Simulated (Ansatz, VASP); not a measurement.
## One calculation of BeSe4, two programs

```
Be Se
1.0
     4.62972   -4.04849    0.00000
     4.62972    4.04849    0.00000
     0.00000    0.00000    3.51130
Be Se
1 4
Direct
  0.00000 0.00000 0.00000
  0.37899 0.37899 0.00000
  0.16164 0.83836 0.50000
  0.83836 0.16164 0.50000
  0.62101 0.62101 0.00000
```

Change from the starting cell: species swapped into the OsCl4 type (Cmmm, No. 65).

Alike in both runs: functional PBE; k mesh 4 × 4 × 6; occupations gaussian, width 0.1 eV; no spin polarisation.

Ansatz relaxed the structure, and its values are those at the end. VASP's run is a single point on that final structure, the one shown.

|  | VASP | Ansatz |
| --- | --- | --- |
| version | VASP 6.6.1 | Ansatz 0.2.0 |
| potentials or method | VASP PAW PBE potentials, release 64 (Be, Se) | scalar-relativistic, plane waves, PAW |
| plane-wave cutoff (eV) | 520 | 420 |
| valence electrons in the cell | 26 | 66 |

```tsv
	VASP	Ansatz	Ansatz less VASP
gap on the k mesh at the Fermi level (eV)	none	none	-
pressure (GPa)	0.2	0.1	-0.10
rms of the force components (eV/Å)	0.027	0.010	-0.0169
```

A gap of «none» marks a metal or a gap that the smearing closes. The two sets of potentials don't hold the same shells in valence.
